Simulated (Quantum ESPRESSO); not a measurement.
C:

```xyz
4
Lattice="2.4560 0.0000 0.0000 -1.2280 -2.1270 0.0000 0.0000 0.0000 -6.6960" Properties=species:S:1:pos:R:3 pbc="T T T"
C     1.3159   -1.3960   -6.5318
C     0.0879   -1.3960   -3.1838
C    -0.2636   -0.7751   -0.4925
C     1.3159   -0.6870   -3.1838
```

Base run:

* Program: Quantum ESPRESSO 7.5
* Functional: PBE
* Potentials or basis: SSSP 1.3 efficiency PBE
* Cutoff: 748 eV
* Density cutoff: 5987 eV
* k mesh: 12 × 12 × 4
* Occupations: fermi-dirac, width 0.05 eV
* Spin: no spin polarisation

Its results: band gap on the k mesh none (metal or under the smearing width); pressure 13.2 GPa; largest force 10.524 eV/Å.

Task: The run is repeated on the same cell with these changes: functional from PBE to vdW-DF2; occupations from fermi-dirac, width 0.05 eV to methfessel-paxton, width 0.05 eV. What comes out?

Result: Band gap on the k mesh none (metal or under the smearing width); pressure 17.5 GPa; largest force 9.913 eV/Å.

Caveats: forces of over 1 eV/Å show positions far from the minimum, so gaps and moduli don't describe the material at rest (some runs); the potentials were made for another functional, which shifts forces and pressure (some runs); so large a pressure means that the cell lies far from this level's equilibrium, or that cutoff or potentials fall short (some runs).
